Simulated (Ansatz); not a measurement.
# SnO2: the gap against volume

SnO2, P4_2/mnm, a = 4.760 Å, c = 3.201 Å. Ansatz: r2SCAN, PAW, 500 eV, Γ-centred 6×6×6 mesh on 12 atoms, Gaussian smearing 0.02 eV; no spin polarisation. Shape and atoms are relaxed at each volume; x = ln(V/V0) with V0 = 12.084 Å³/atom. The gap is read at the mesh points alone.

| x | gap y (eV) |
| --- | --- |
| -0.1278 | 3.329 |
| -0.0943 | 2.892 |
| -0.0619 | 2.486 |
| -0.0305 | 2.112 |
| 0.0000 | 1.770 |
| 0.0296 | 1.462 |
| 0.0583 | ? |
| 0.0953 | 0.893 |

Question: Fit a straight line to the other rows, give the volume deformation potential of the gap and its pressure coefficient, and predict the missing gap. B0 = 201.1 GPa.

Answer: Means x = -0.02709, y = 2.1349; Σ(Δx)² = 0.03481, ΣΔxΔy = -0.3833; the slope is their ratio. y = 1.8366 − 11.012 x. The slope is the deformation potential a = dE_g/d ln V = -11.01 eV, and dE_g/dP = −a/B0 = 54.8 meV/GPa. With a term in x² added, the coefficient of x becomes -10.55, 4 % less, which shows how far this figure hangs on the form. At x = 0.0583 the fit asked for gives 1.195 eV. The run gave 1.191 eV, so the fit is 0.004 eV too high, within the rms miss on the fitted rows (0.066 eV).

Semilocal functionals give gaps under the measured ones; changes of the gap mostly carry over better.